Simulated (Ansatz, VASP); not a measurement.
# GaSb in two plane-wave programs, part 3 of 5

Aim: how closely do two programs agree when they are given the same cell, functional and k mesh? Of the first pair: The structure shown is the start of the Ansatz relaxation below; VASP solves that cell, so the two are compared at the walk's first step.

VASP 6.6.1 and Ansatz 0.2.0.

So far: The structure; Ansatz: relaxation, r2SCAN; VASP: single point, r2SCAN, start cell, pair 1.

## 3. VASP: single point, r2SCAN, start cell, pair 1 (continued)

Level of this step: r2SCAN; plane waves and PAW (Ga_d, Sb) (VASP).

Numbers of over 12 decimals in the logs are rounded to 6 here.

Parts of OUTCAR (step 3):

```text
ion  position               nearest neighbor table
   1  0.998  0.998  0.998-   2 2.58   2 2.58   2 2.58   2 2.65
   2  0.752  0.752  0.752-   1 2.58   1 2.58   1 2.58   1 2.65

  LATTYP: Found a trigonal (rhomboedric) cell.
 ALAT       =     4.3203634776
 COS(alpha) =     0.5355633372

 Subroutine GETGRP returns: Found  6 space group operations
 (whereof  6 operations were pure point group operations)

The static configuration has the point symmetry C_3v.

   k-points           NKPTS =   1728   k-points in BZ     NKDIM =   1728   number of bands    NBANDS=     15

   dimension x,y,z NGX =    30 NGY =   30 NGZ =   30
   dimension x,y,z NGXF=    60 NGYF=   60 NGZF=   60

   ENCUT  =  440.0 eV  32.34 Ry    5.69 a.u.   7.39  7.39  7.39*2*pi/ulx,y,z

   NELECT =      18.0000    total number of electrons

 k-points in reciprocal lattice and weights: Points of the shifted mesh
   0.04166667  0.04166667  0.04166667       0.001
   0.04166667  0.04166667  0.12500000       0.001
   0.04166667  0.04166667  0.20833333       0.001
   0.04166667  0.04166667  0.29166667       0.001
   0.04166667  0.04166667  0.37500000       0.001
   0.04166667  0.04166667  0.45833333       0.001
   0.04166667  0.04166667  0.54166667       0.001
   0.04166667  0.04166667  0.62500000       0.001
   0.04166667  0.04166667  0.70833333       0.001
[...]
0.95833333  0.95833333  0.87500000       0.001
   0.95833333  0.95833333  0.95833333       0.001

 average (electrostatic) potential at core
       1 -69.9987       2 -92.1985

 E-fermi :   5.8071

 k-point     1 :       0.0417    0.0417    0.0417
  band No.  band energies     occupation
    ...
      5     -10.2283      2.00000
      6      -7.0373      2.00000
      7       4.5457      2.00000
      8       5.4604      2.00000
      9       5.4604      2.00000
     10       6.4971      0.00000
     11       8.1585      0.00000
     12       8.5163      0.00000
     13       8.5163      0.00000
     14      11.9031      0.00000
    ...

 k-point     2 :       0.0417    0.0417    0.1250
  band No.  band energies     occupation
    ...
      5     -10.2284      2.00000
      6      -6.9290      2.00000
      7       3.7628      2.00000
      8       4.7495      2.00000
      9       5.3688      2.00000
     10       6.9966      0.00000
     11       8.5218      0.00000
     12       8.6299      0.00000
     13       9.0079      0.00000
     14      12.4440      0.00000
    ...

 k-point     3 :       0.0417    0.0417    0.2083
  band No.  band energies     occupation
    ...
      5     -10.2286      2.00000
      6      -6.6586      2.00000
      7       2.4015      2.00000
      8       4.1983      2.00000
      9       5.0401      2.00000
     10       6.9326      0.00000
     11       8.9976      0.00000
     12       9.0084      0.00000
     13      10.1741      0.00000
     14      13.0264      0.00000
    ...

  Total        1.4553319      1.4553319      1.4553319     -0.6589548     -0.6589548     -0.6589548
  in kB       43.2595459     43.2595459     43.2595459    -19.5873423    -19.5873423    -19.5873423
  external PRESSURE =      43.2595459 kB  Pullay stress =       0.0000000 kB

  energy-cutoff  :      440.00
  volume of cell :       53.90
      direct lattice vectors                 reciprocal lattice vectors
     0.109664000  3.053974000  3.053974000    -0.172814282  0.166823867  0.166823867
     3.053974000  0.109664000  3.053974000     0.166823867 -0.172814282  0.166823867
     3.053974000  3.053974000  0.109664000     0.166823867  0.166823867 -0.172814282

 POSITION                                       TOTAL-FORCE (eV/Angst)
 -----------------------------------------------------------------------------------
      6.20444      6.20444      6.20444        -0.070016     -0.070016     -0.070016
      4.67638      4.67638      4.67638         0.070016      0.070016      0.070016
 -----------------------------------------------------------------------------------
    total drift:                               -0.003391     -0.003391     -0.003391

  FREE ENERGIE OF THE ION-ELECTRON SYSTEM (eV)
  ---------------------------------------------------
  free  energy   TOTEN  =       -37.5232082932 eV

  energy  without entropy=      -37.5232082932  energy(sigma->0) =      -37.52320829

 total charge
# of ion       s       p       d       tot
------------------------------------------
    1        0.877   0.827   9.972  11.676
    2        1.101   1.399   0.033   2.534
--------------------------------------------------
tot          1.978   2.226  10.005  14.209

[... 3 further parts left out ...]
```

The run ends at a pressure of 4.33 GPa, with forces up to 0.12 eV/Å.

## 4. Comparison

Known differences besides the potentials themselves: VASP keeps PBE cores, Ansatz makes them for the functional; the data sets hold 28 valence electrons in Ansatz (on its PAW soft_1 files) and 18 in VASP; the cutoff is 500 eV in Ansatz and 440 eV in VASP. Total energies have different zeros and are not compared.

Forces (eV/Å; atoms numbered as in POSCAR):

| atom | Ansatz x, y, z | VASP x, y, z |
| --- | --- | --- |
| Ga1 | -0.066, -0.066, -0.066 | -0.070, -0.070, -0.070 |
| Sb2 | 0.066, 0.066, 0.066 | 0.070, 0.070, 0.070 |

The forces differ by 3.8 meV/Å r.m.s., which is 5.4 % of the r.m.s. force of 0.070 eV/Å (both taken over all components).

## 5. Ansatz: relaxation, r2SCAN

This run makes the geometry at which the two programs are then compared. The cell compared in this pair holds 54.16 Å³, against 53.90 Å³ for the pair before.

The structure compared here is the end of the Ansatz relaxation.

input.yaml

```yaml
crystal:
  lattice:
    - [0.1096635527, 3.0539743601, 3.0539743601]
    - [3.0539743601, 0.1096635527, 3.0539743601]
    - [3.0539743601, 3.0539743601, 0.1096635527]
  atoms:
    - { symbol: Ga, position: [-0.0021183692, -0.0021183692, -0.0021183692] }
    - { symbol: Sb, position: [0.7521183692, 0.7521183692, 0.7521183692] }
  conventional_axes: [[-1, 1, 0], [0, -1, 1], [1, 1, 1]]
kpoints:
  mp_grid: { grid: [12, 12, 12], shift: [0.5, 0.5, 0.5] }
hamiltonian:
  xc: r2scan
  pseudopotentials: { kind: paw, azcp: { folder: soft_1 } }
scf:
  occupations: { method: gaussian, width: 0.02 }
output:
  forces: true
  stress: true
  eigenvalues: true
relax:
  adjacent_minimum: "off"
  f_tol: 0.001
  max_steps: 60
  cell: { stress_tol: 0.01, fix: [a, b, angles] }
```

Command:

```console
$ ansatz run input.yaml --threads 4 --pin off --max-ram 10240MiB --backend cpu --events-out ev --progress --plain --runs-dir out
```

Log:

```text
[...]
Crystal: 2 atoms, lattice volume = 53.900 Å³
Basis set: ecut = 500 eV, 1381 PW (Γ), exchange–correlation on 128×128×128 points (64 copies of the dense FFT grid, shifted against one another)
Bands: 18, of which v1, the nominal top of the filled ones, is band 14 counted from 1 (13 counted from 0)
Symmetry: 6 space group operations
[...]
k-point 181: bands = [... 10 lower, -2.2471, 1.4655, 6.7341, 7.2856, 10.4446, 12.5622, 12.9349, 15.9554]
--- Relaxed structure (3 steps of the walk, 3 accepted, 1 SCFs on fresh bases) ---
[...]
cell:  # Å, volume = 54.1585 Å³
    - [0.119592, 3.063903, 3.063903]
    - [3.063903, 0.119592, 3.063903]
    - [3.063903, 3.063903, 0.119592]
  atoms:
    - { symbol: Ga, position: [-0.00289922, -0.00289922, -0.00289922] }
    - { symbol: Sb, position: [0.752899, 0.752899, 0.752899] }
[key lines of the parts left out:]
SCF converged after 6 iterations
Free energy (F): -10289.861556 eV
Fermi energy:    8.875590 eV
P = ⅓ Tr σ = 3.9123 GPa (39.123 kbar)
```

[end of part 3 of 5]

[Lines on the potential files, build, host, timing and source positions are cut from VASP's logs without a mark.]

[Logs are printed without paths, hosts, clocks, repeated set-up lines and the standing remarks that a program may print on its own settings, such as how far it seeks lower states.]

[Hosts, paths, dates, database ids (printed as entryN), source tags and the programs' standing remarks are cut or masked in the printed files.]
